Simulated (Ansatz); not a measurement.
**RbBr: band gap under strain**

Aim: follow the gap of RbBr in the rocksalt structure through these states: +2.4 % biaxial strain in x and y, free along z; -5.3 % biaxial strain in the (111) plane, free along [111]; +2.4 % biaxial strain in x and y, z held. The table at the end shows which levels were run.

Program: Ansatz 0.2.0. PAW datasets, plane waves. No spin polarisation and no zero-point or thermal motion.

### Step 1. The cell

The unstrained cell was relaxed with r2SCAN; in each strained cell the atoms were relaxed again with r2SCAN. Names of k-points are those of the unstrained zone, where strain can split equivalent points. First state: +2.4 % biaxial strain in x and y, free along z.

Space group I4/mmm (No. 139), tetragonal; conventional cell a = 5.011 Å, c = 6.884 Å, 43.21 Å³ an atom. Near Rb stand 6 Br at 3.44–3.54 Å; near Br stand 6 Rb at 3.44–3.54 Å.

Structure file:

```xyz
2
Lattice="0.0000 3.5432 3.4418 3.5432 0.0000 3.4418 3.5432 3.5432 0.0000" Properties=species:S:1:pos:R:3 pbc="T T T"
Rb    0.0000    0.0000    0.0000
Br    3.5432    3.5432    3.4418
```

### Step 2. +2.4 % biaxial strain in x and y, free along z: PBE

File input.yaml:

```yaml
crystal:
  lattice:
    - [0.0, 3.5431937686, 3.4417547267]
    - [3.5431937686, 0.0, 3.4417547267]
    - [3.5431937686, 3.5431937686, 0.0]
  atoms:
    - { symbol: Rb, position: [0.0, 0.0, 0.0] }
    - { symbol: Br, position: [0.5, 0.5, 0.5] }
kpoints:
  mp_grid: { grid: [6, 6, 6] }
  band_path:
    path:
      - [0.0, 0.0, 0.0]
      - [0.5, 0.0, 0.5]
      - [0.625, 0.25, 0.625]
      - [0.375, 0.375, 0.75]
      - [0.5, 0.5, 0.5]
      - [0.5, 0.25, 0.75]
    npoints: 1
hamiltonian:
  xc: pbe
scf:
  occupations: { method: fermi_dirac, width: 0.02 }
  n_extra_bands: 4
output:
  forces: true
  stress: true
  eigenvalues: true
```

The runs that follow: +2.4 % biaxial strain in x and y, free along z: r2SCAN; +2.4 % biaxial strain in x and y, free along z: HSE06; -5.3 % biaxial strain in the (111) plane, free along [111]: PBE; -5.3 % biaxial strain in the (111) plane, free along [111]: r2SCAN; -5.3 % biaxial strain in the (111) plane, free along [111]: HSE06; +2.4 % biaxial strain in x and y, z held: PBE; +2.4 % biaxial strain in x and y, z held: r2SCAN; +2.4 % biaxial strain in x and y, z held: HSE06.

Q: Predict the outcome of this session.

As calculated:

Least gap in eV (negative: overlap):

```
                                                     state   PBE  r2SCAN  HSE06
            +2.4 % biaxial strain in x and y, free along z  4.17    4.77   5.32
-5.3 % biaxial strain in the (111) plane, free along [111]  4.28    4.88   5.44
                  +2.4 % biaxial strain in x and y, z held  4.16    4.76   5.30
```

What this shows: Where both were run, the HSE06 gap lies +1.14 to +1.16 eV from PBE's, each on its own k points. In PBE the gap is least under +2.4 % biaxial strain in x and y, z held (4.16 eV) and largest under -5.3 % biaxial strain in the (111) plane, free along [111] (4.28 eV).
